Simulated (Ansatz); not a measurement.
**PbS: distorted cells**

Theory: Ansatz 0.2.0, DFT PBEsol, scalar-relativistic, plane waves, PAW.

Cutoff 420 eV; k points 10×10×10 on the computed 2-atom cell (Γ-centred); Gaussian smearing, width 0.10 eV; no spin polarisation.

Reference cell:

```
Pb S
1.0
     3.65366    0.00000    0.00000
     0.00000    3.65366    0.00000
     0.00000    0.00000    3.65366
Pb S
1 1
Direct
  0.00000 0.00000 0.00000
  0.50000 0.50000 0.50000
```

Each variant moves atoms of this cell by the vectors given, if any (Å), and then applies a symmetric strain (tensor components, Cartesian axes). The reference cell isn't relaxed at this level. Energies are per atom at zero smearing, counted from the lowest variant. Pressure is positive in compression.

1. strain (xx yy zz yz xz xy, %) 1.57 1.57 0.07 0.00 0.00 0.00
2. no strain; moves: S2 (0.000, 0.000, 0.375)
3. no strain; moves: Pb1 (0.000, 0.000, 0.090)
4. strain (xx yy zz yz xz xy, %) 4.83 -1.17 4.83 0.00 0.00 0.00
5. no strain; moves: S2 (0.084, -0.007, -0.124)
6. strain (xx yy zz yz xz xy, %) -1.79 7.22 -1.79 0.00 0.00 0.00

(1) Order the variants by energy, lowest first.

(2) Order them by pressure, highest first.

Spin–orbit coupling is left out, which can shift energies with elements as heavy as these.

## Answers

(1) 2 (0.0 meV/atom), 5 (22.5 meV/atom), 3 (26.9 meV/atom), 1 (51.2 meV/atom), 6 (84.6 meV/atom), 4 (111.3 meV/atom).

(2) 2 (-1.67 GPa), 5 (-3.17 GPa), 3 (-3.34 GPa), 1 (-4.87 GPa), 6 (-4.88 GPa), 4 (-6.69 GPa).

This CsCl-type form isn't the usual stable structure of the compound.